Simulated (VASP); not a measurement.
Wanted: the native input for a VASP 6.6.1 run.

- Task: electrostatic potential
- Functional: PBE
- Potentials or basis: VASP PAW PBE potentials, release 64 (Al, N)
- Cutoff: 520 eV
- k mesh: 8 × 5 × 5
- Occupations: gaussian, width 0.02 eV
- Spin: no spin polarisation
- Further INCAR settings: ALGO = Fast; EDIFF = 1e-06

The structure of AlN lies in POSCAR:

```
AlN                                     
1.0
    3.1943307161      0.0000000000      0.0000000000
    0.0000000000      5.1748157601      0.0000000000
    0.0000000000      0.0000000000      5.3402129618
  Al              N             
     4     4
Direct
     1.0000000000000000    0.9996098332066803    0.3324646670738817
     0.5000000000000000    0.9996098332066803    0.8324646670738818
     0.5000000000000000    0.4996098332066803    0.1675353329261182
     1.0000000000000000    0.4996098332066803    0.6675353329261182
     0.0000000000000000    0.6223901667933196    0.3300688032744849
     0.5000000000000000    0.6223901667933196    0.8300688032744851
     0.5000000000000000    0.1223901667933195    0.1699311967255151
     0.0000000000000000    0.1223901667933195    0.6699311967255149
```

The cell was built by a generator and isn't the measured one.

The input as run:

INCAR

```
PREC = Accurate
ENCUT = 520
EDIFF = 1E-6
ISMEAR = 0
SIGMA = 0.02
LREAL = False
LASPH = True
NELM = 100
ALGO = Fast
ISIF = 2
LWAVE = False
LCHARG = True
GGA = PE
LVHAR = True
KPAR = 8
```

KPOINTS

```
Automatic mesh
0
Gamma
  8 5 5
```

Potentials or basis: VASP PAW PBE potentials, release 64 (Al, N).

The run is started by

```sh
$ cat potpaw_PBE.64/Al/POTCAR potpaw_PBE.64/N/POTCAR > POTCAR
$ mpirun -np 8 vasp_std > vasp.out
```

It gave:

The pressure is -6.6 GPa, the largest force is 0.006 eV/Å and the band gap on the k mesh is 3.70 eV.

Wall time 10 s on 8 MPI ranks on Intel(R) Xeon(R) Platinum 8559C (Emerald Rapids), with other jobs on the host, peak memory 0.23 GiB a rank.
